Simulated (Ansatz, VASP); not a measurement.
**One calculation of S, two programs**

```xyz
1
Lattice="0.0000 1.9953 1.9953 1.9953 0.0000 1.9953 1.9953 1.9953 0.0000" Properties=species:S:1:pos:R:3 pbc="T T T"
S     0.0000    0.0000    0.0000
```

Alike in both runs: functional PBE; k mesh 17 × 17 × 17; occupations fermi-dirac, width 0.08 eV; no spin polarisation.

Ansatz relaxed the structure, and its values are those at the end. VASP's run is a single point on that final structure, the one shown.

|  | VASP | Ansatz |
| --- | --- | --- |
| version | VASP 6.6.1 | Ansatz 0.2.0 |
| potentials or method | VASP PAW PBE potentials, release 64 (S) | PAW with Ansatz's default frozen-core files, scalar-relativistic |
| plane-wave cutoff (eV) | 520 | 420 |
| valence electrons in the cell | 6 | 6 |

Ansatz gave:

| Item | Value |
| --- | --- |
| pressure (GPa) | 0.0 |

Task: Which values does VASP return?

Result: Pressure (GPa): -0.2.
